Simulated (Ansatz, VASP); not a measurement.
# Ta2O5: VASP beside Ansatz, part 2 of 2

Wanted: the spread between two codes on one cell, functional and k mesh. The cell is taken from a series of runs on this material, whose earlier steps may have relaxed, scaled, displaced or heated it; both programs get it as it stands.

VASP 6.6.1 and Ansatz 0.2.0.

So far. Step 2 (VASP: single point, HSE06 with D3(BJ)): The k-mesh is coarse for exact exchange; levels may shift by about 0.1 eV on a finer one.

## (3) Ansatz: single point, HSE06 with D3(BJ)

Level of this step: Ansatz beside VASP: Kohn-Sham DFT, plane waves, HSE06 with D3(BJ) (Ansatz).

Ansatz runs on PAW files that the input asks for by source.

The same cell, functional and mesh now go to Ansatz, which takes its cutoff from its data sets.

Input file input.yaml:

```yaml
crystal:
  lattice:
    - [3.8313909623, 0.0, -0.0293847505]
    - [0.0, 3.8534228304, 0.0]
    - [-1.8641420831, 0.0, 6.5211695107]
  atoms:
    - { symbol: Ta, position: [0.6458570225, 0.0, 0.791576456] }
    - { symbol: Ta, position: [0.3541429775, 0.0, 0.208423544] }
    - { symbol: O, position: [0.6502462089, 0.5, 0.8000199967] }
    - { symbol: O, position: [0.3497537911, 0.5, 0.1999800033] }
    - { symbol: O, position: [0.1850975352, 0.0, 0.8700300872] }
    - { symbol: O, position: [0.8149024648, 0.0, 0.1299699128] }
    - { symbol: O, position: [0.5, 0.0, 0.5] }
kpoints:
  mp_grid: { grid: [4, 4, 2] }
hamiltonian:
  xc: hse06
  pseudopotentials: { kind: paw, source: ansatz }
  dispersion: d3bj
scf:
  occupations: { method: fixed }
  n_extra_bands: 6
  lower_state_search: "off"
  convergence: { dr2_threshold: 1.0e-09 }
output:
  eigenvalues: true
```

On the command line:

```sh
$ ansatz run input.yaml --threads 4 --pin off --max-ram 18432MiB --backend cpu --events-out ev --progress --plain --runs-dir out
```

Numbers of over 12 decimals in the logs are rounded to 6 here.

What it wrote:

```text
scf.n_extra_bands = 6 over 42 filled bands (N_el = 84.0): the run solves 48 bands
Engine: ansatz 0.2.0, aarch64-unknown-linux-gnu
Pseudopotentials: kind: paw
Pseudopotential: Ta, paw, valence charge 27, recommended cutoff 520 eV (normal), Ta.paw.azcp
Pseudopotential: O, paw, valence charge 6, recommended cutoff 930 eV (normal), O.paw.azcp
Functional definition: HSE06
  parameter a = 0.25
  parameter omega = 0.11/bohr
  exchange = pbe_x - a*pbe_x_sr(omega) + a*exact_x_sr(omega)
  correlation = pbe_c
davidson cushion auto → on  (no smearing: the cushion is to keep the highest requested band from converging to the state above it; pin scf.eigensolver.cushion to override)
Crystal: 7 atoms, lattice volume = 96.067 Å³
Basis set: ecut = 930 eV, 6239 PW (Γ)
Bands: 48, of which v1, the nominal top of the filled ones, is band 42 counted from 1 (41 counted from 0)
Symmetry: 4 space group operations
Space group: P2/m (ITA 10), of the structure as read, at distance tolerance 4.6e-5 Å
k-points: 18 of 32
Non-local potential: Ta, projectors of the file, l = 0: 3, l = 1: 3, l = 2: 2, l = 3: 3
Non-local potential: O, projectors of the file, l = 0: 2, l = 1: 2, l = 2: 1
PAW form: soft (Blöchl's): semilocal exchange-correlation on the pseudo side does not see the compensation charge
PAW frozen core: Ta, regenerated for the run's functional, and the local potential with it (the file was generated under x = pbe(κ = 0.804, μ = 0.219515), c = pbe(β = 0.066725))
PAW frozen core: O, regenerated for the run's functional, and the local potential with it (the file was generated under x = pbe(κ = 0.804, μ = 0.219515), c = pbe(β = 0.066725))
PAW one-centre angular grid: Ta, 590 points (default); XC on 143 of its mesh's 597 points in the sphere
PAW one-centre angular grid: O, 110 points (default); XC on 64 Gauss nodes
Initial density: superposition of atomic densities (chi_scale 0.1, normalization cell, long waves kept (reshape's long-wave potential 0.03 eV rms))
Initial wavefunctions: pseudopotential atomic-orbital guess
Functional: x = pbe(κ = 0.804, μ = 0.219515), c = pbe(β = 0.066725), warm-up for x = pbe(κ = 0.804, μ = 0.219515) + 0.25 (exact − pbe) at short range (hse, ω = 0.207870 Å⁻¹), c = pbe(β = 0.066725); HSE06 as pw.x's `hse` composes it (authors' and Libxc's form: `xc: wpbeh`)
SCF iter   1: F=—  HF=-36410.864779 eV  |F-HF|=—  |Δ(HF+E_count)|=         —  Δρ=7.63e-2  dr2=4.40e0  ethr=1.00e-1  ⟨swp⟩=3.8  Hψ=2498  notcnv=0
preconditioner: auto → none  [insulator: Δε(μ)=1.829 eV  Ē_g=20.801 eV  n_scr=30 (ndim 8)  ℏωp=33.9 eV  f_vac=0.153]
SCF iter   2: F=—  HF=-36409.470088 eV  |F-HF|=—  |Δ(HF+E_count)|=    1.39e0  Δρ=3.01e-2  dr2=5.14e-1  ethr=5.24e-3  ⟨swp⟩=3.1  Hψ=2609  notcnv=0
SCF iter   3: F=—  HF=-36409.453423 eV  |F-HF|=—  |Δ(HF+E_count)|=   1.67e-2  Δρ=2.50e-2  dr2=4.70e-1  ethr=6.12e-4  ⟨swp⟩=3.6  Hψ=2473  notcnv=0  defer=1
SCF iter   4: F=—  HF=-36409.391703 eV  |F-HF|=—  |Δ(HF+E_count)|=   6.17e-2  Δρ=1.04e-2  dr2=9.35e-2  ethr=5.59e-4  ⟨swp⟩=3.0  Hψ=2141  notcnv=0
iter 5 solved again at ethr=7.24e-6 eV; its pass at ethr=1.11e-4 eV (dr2=6.09e-3 eV) is discarded
SCF iter   5: F=—  HF=-36409.381025 eV  |F-HF|=—  |Δ(HF+E_count)|=   1.07e-2  Δρ=3.00e-3  dr2=6.11e-3  ethr=7.24e-6  ⟨swp⟩=2.8  Hψ=3939  notcnv=0
SCF iter   6: F=—  HF=-36409.383248 eV  |F-HF|=—  |Δ(HF+E_count)|=   2.22e-3  Δρ=2.45e-3  dr2=4.25e-3  ethr=7.24e-6  ⟨swp⟩=3.1  Hψ=2316  notcnv=0
SCF iter   7: F=-36409.382431 eV  HF=-36409.382427 eV  |F-HF|=3.91e-6  |Δ(HF+E_count)|=   8.21e-4  Δρ=3.59e-4  dr2=5.50e-5  ethr=5.06e-6  ⟨swp⟩=3.0  Hψ=2126  notcnv=0
SCF 1 stopped early in 7 iterations: F = -36409.382431 eV  dr2 = 5.50e-5
  greatest PAW one-centre occupation: 0.998 electrons in one spin orbital (limit 2), on the Ta atom at site 1 (counted from 0), in its partial waves of l = 3
Initial density: handed on by an earlier stage of this run
Initial wavefunctions: those handed on with the density
Functional: x = pbe(κ = 0.804, μ = 0.219515) + 0.25 (exact − pbe) at short range (hse, ω = 0.207870 Å⁻¹), c = pbe(β = 0.066725); HSE06 as pw.x's `hse` composes it (authors' and Libxc's form: `xc: wpbeh`)
Exchange kernel: α = 0.2500, screened, ω = 0.2079 Å⁻¹, Wigner–Seitz truncation, v(0) = 1023.3943 eV·Å³, q-mesh 4×4×2, nearest image of the exchange supercell L = 13.56 Å, pair-density grid 25×25×45, without the augmentation charges, whose exchange is taken in its separable form by FFT convolution over the k-point mesh (sized by the pseudopotential files, 40×40×72 at the most), smooth part of the exact exchange by density-matrix convolution
Frozen-core exchange: fock
SCF iter   1: F=—  HF=-36409.061334 eV  |F-HF|=—  |Δ(HF+E_count)|=         —  Δρ=1.44e-2  dr2=2.31e-1  ethr=6.55e-7  ⟨swp⟩=7.1  Hψ=4932  notcnv=0
preconditioner: auto → none  [insulator: Δε(μ)=3.967 eV  Ē_g=23.368 eV  n_scr=30 (ndim 8)  ℏωp=33.9 eV  f_vac=0.225]
SCF iter   2: F=—  HF=-36408.924945 eV  |F-HF|=—  |Δ(HF+E_count)|=   1.36e-1  Δρ=1.04e-2  dr2=7.57e-2  ethr=6.55e-7  ⟨swp⟩=5.1  Hψ=4033  notcnv=0
[...]
SCF iter   8: F=-36408.948569 eV  HF=-36408.948569 eV  |F-HF|=8.34e-7  |Δ(HF+E_count)|=   3.03e-5  Δρ=4.37e-5  dr2=3.74e-6  ethr=1.12e-7  ⟨swp⟩=3.0  Hψ=2191  notcnv=0
SCF 2 stopped early in 8 iterations: F = -36408.948569 eV  dr2 = 3.74e-6
hybrid outer 1: dexx = +4.480e-2 eV, tail = 5.07e-3 eV
Exchange kernel: α = 0.2500, screened, ω = 0.2079 Å⁻¹, Wigner–Seitz truncation, v(0) = 1023.3943 eV·Å³, q-mesh 4×4×2, nearest image of the exchange supercell L = 13.56 Å, pair-density grid 25×25×45, without the augmentation charges, whose exchange is taken in its separable form by FFT convolution over the k-point mesh (sized by the pseudopotential files, 40×40×72 at the most), smooth part of the exact exchange by density-matrix convolution
Frozen-core exchange: fock
SCF iter   1: F=—  HF=-36408.946022 eV  |F-HF|=—  |Δ(HF+E_count)|=         —  Δρ=2.84e-4  dr2=6.73e-5  ethr=3.02e-5  ⟨swp⟩=2.0  Hψ=1908  notcnv=0
preconditioner: auto → none  [insulator: Δε(μ)=3.668 eV  Ē_g=23.148 eV  n_scr=30 (ndim 8)  ℏωp=33.9 eV  f_vac=0.227]
iter 2 solved again at ethr=1.32e-9 eV; its pass at ethr=7.70e-8 eV (dr2=1.11e-6 eV) is discarded
SCF iter   2: F=—  HF=-36408.946007 eV  |F-HF|=—  |Δ(HF+E_count)|=   1.49e-5  Δρ=4.97e-5  dr2=2.37e-6  ethr=1.32e-9  ⟨swp⟩=3.1  Hψ=4624  notcnv=0
SCF iter   3: F=—  HF=-36408.946017 eV  |F-HF|=—  |Δ(HF+E_count)|=   1.02e-5  Δρ=5.42e-5  dr2=2.16e-6  ethr=1.30e-9  ⟨swp⟩=4.1  Hψ=2845  notcnv=0
SCF iter   4: F=-36408.946016 eV  HF=-36408.946016 eV  |F-HF|=3.84e-8  |Δ(HF+E_count)|=   6.00e-7  Δρ=1.41e-5  dr2=1.02e-7  ethr=1.30e-9  ⟨swp⟩=3.1  Hψ=2290  notcnv=0
SCF 3 stopped early in 4 iterations: F = -36408.946016 eV  dr2 = 1.02e-7
hybrid outer 2: dexx = +9.864e-6 eV, tail = 1.51e-6 eV, Δε = 1.21e-2 eV (about 1.02e-3 eV left of the loop's levels)
Exchange kernel: α = 0.2500, screened, ω = 0.2079 Å⁻¹, Wigner–Seitz truncation, v(0) = 1023.3943 eV·Å³, q-mesh 4×4×2, nearest image of the exchange supercell L = 13.56 Å, pair-density grid 25×25×45, without the augmentation charges, whose exchange is taken in its separable form by FFT convolution over the k-point mesh (sized by the pseudopotential files, 40×40×72 at the most), smooth part of the exact exchange by density-matrix convolution
Frozen-core exchange: fock
SCF iter   1: F=—  HF=-36408.946015 eV  |F-HF|=—  |Δ(HF+E_count)|=         —  Δρ=8.07e-6  dr2=4.71e-8  ethr=9.01e-9  ⟨swp⟩=2.6  Hψ=1922  notcnv=0
preconditioner: auto → none  [insulator: Δε(μ)=3.673 eV  Ē_g=23.150 eV  n_scr=30 (ndim 8)  ℏωp=33.9 eV  f_vac=0.227]
iter 2 solved again at ethr=1.93e-12 eV; its pass at ethr=3.92e-11 eV (dr2=1.62e-9 eV) is discarded
SCF iter   2: F=—  HF=-36408.946015 eV  |F-HF|=—  |Δ(HF+E_count)|=   6.74e-9  Δρ=2.15e-6  dr2=2.22e-9  ethr=1.93e-12  ⟨swp⟩=4.0  Hψ=4453  notcnv=0
SCF iter   3: F=-36408.946015 eV  HF=-36408.946015 eV  |F-HF|=3.49e-10  |Δ(HF+E_count)|=   4.63e-9  Δρ=1.57e-6  dr2=7.30e-10  ethr=2.09e-12 (applied; sched 1.93e-12)  ⟨swp⟩=4.8  Hψ=2565  notcnv=0  defer=2
SCF 4 converged in 3 iterations: F = -36408.946015 eV  dr2 = 7.30e-10
hybrid outer 3: dexx = +6.518e-9 eV, tail = 1.98e-9 eV, Δε = 3.18e-4 eV (about 4.66e-5 eV left of the loop's levels)
the search or the solves at the SCF's close seem to have found levels that the self-consistency loop had missed (the run counts 3). By its estimate they hold under 1e-12 electrons; where the run keeps them, the occupations were computed again with them
hybrid SCF converged: 3 outer / 15 inner (+7 warm-up), last move |dexx| = 6.52e-9 eV, tail = 1.98e-9 eV
Stability not checked: this state was not tested for a lower state beside it, because the functional holds exact exchange (a hybrid, or Hartree-Fock), whose exchange loop this test does not read (fock_operator; see scf.lower_state_search)
Free energy (F): -36408.946015 eV
Frozen-core exchange: fock
Harris-Foulkes:  -36408.946015 eV  (|F-HF|=3.49e-10)
Internal energy: -36408.946015 eV  (E = F + TS)
E sigma→0 (E₀):  -36408.946015 eV
Fermi energy:    7.639650 eV
--- Per-component energies (eV) ---
  E_band       = -990.794203
  E_kinetic    = 2199.884190
  E_local      = -26309.855561  (includes V_loc(G=0)·N_el)
  E_nonlocal   = 5353.563616
  E_hartree    = 9245.458194
  E_xc         = -1293.724853
  E_vxc        = -915.220358  (∫ρ·V_xc dr)
  E_exx        = -344.827114  (= α·E_x^exact, valence–valence)
  E_paw        = -15428.161279  (= ΣΔE_a)
  E_vpaw       = 879.573276  (= ΣTr[D̂ρ^β])
  E_aug_tail   = -0.000006  (compensation charges beyond the density's cutoff)
  E_ewald      = -9830.785191
  E_disp       = -1.565550  (pairwise vdW)
  E_core_change = 1.067541  (= ΣΔE_core)
  E_smearing   = -0.000000  (= −TS)
  E_closure    = -0.000000  (closes the sum)
  Σ components = -36408.946015   (vs F -36408.946015, Δ=0.00e0)
--- Band table (eV; the first three rows and the last of 18) ---
  k-point 0: bands = [... 38 lower, 6.6381, 6.8371, 6.9962, 7.0858, 11.3548, 11.8029, 11.9917, 13.6150, ... 2 higher]
  k-point 1: bands = [... 38 lower, 6.6450, 6.7805, 6.8543, 6.9042, 11.3127, 11.8520, 11.8720, 13.5083, ... 2 higher]
  k-point 2: bands = [... 38 lower, 5.6097, 6.1771, 6.1787, 6.9551, 13.1003, 13.5332, 13.6045, 13.7262, ... 2 higher]
  k-point 17: bands = [... 38 lower, 5.5760, 6.9590, 7.5301, 7.6397, 12.4839, 14.4601, 15.0140, 15.7196, ... 2 higher]
```

## (4) Differences

Known differences besides the potentials themselves: exact exchange at q = 0 is treated differently, which shows on coarse meshes; VASP keeps PBE cores, Ansatz makes them for the functional; fixed occupations in Ansatz, narrow Gaussian smearing in VASP; the data sets hold 84 valence electrons in Ansatz (on PAW files that the input asks for by source) and 52 in VASP; the cutoff is 930 eV in Ansatz and 520 eV in VASP; VASP takes a coarser grid for exact exchange (PRECFOCK = Fast). Total energies have different zeros and are not compared.

Both answers:

| quantity | Ansatz | VASP | difference |
| --- | --- | --- | --- |
| gap on the k mesh (eV) | 3.673 | 3.563 | +0.110 |

A gap on the mesh is an upper bound, since the band edges may lie between its points; neither run holds spin-orbit coupling, which can move the band edges of a compound of Ta.

## (5) Outcome

| Property | Result |
| --- | --- |
| difference in gap on the k mesh (single point, HSE06 with D3(BJ)) | 0.11 eV |

In words: The difference in gap on the k mesh is 0.11 eV (single point, HSE06 with D3(BJ)), beyond the 0.08 eV picked in this series as the mark of a large difference. The data sets hold unlike numbers of valence electrons (84 in Ansatz and 52 in VASP), so part of the differences comes from the potentials. What causes the difference of the single point, HSE06 with D3(BJ) pair stays open here. How closely two codes agree says nothing of how well the functional describes the real material.

[Lines on the potential files, build, host, timing and source positions are cut from VASP's logs without a mark.]

[Logs are printed without paths, hosts, clocks, repeated set-up lines and the standing remarks that a program may print on its own settings, such as how far it seeks lower states.]

[Hosts, paths, dates, database ids (printed as entryN), source tags and the programs' standing remarks are cut or masked in the printed files.]
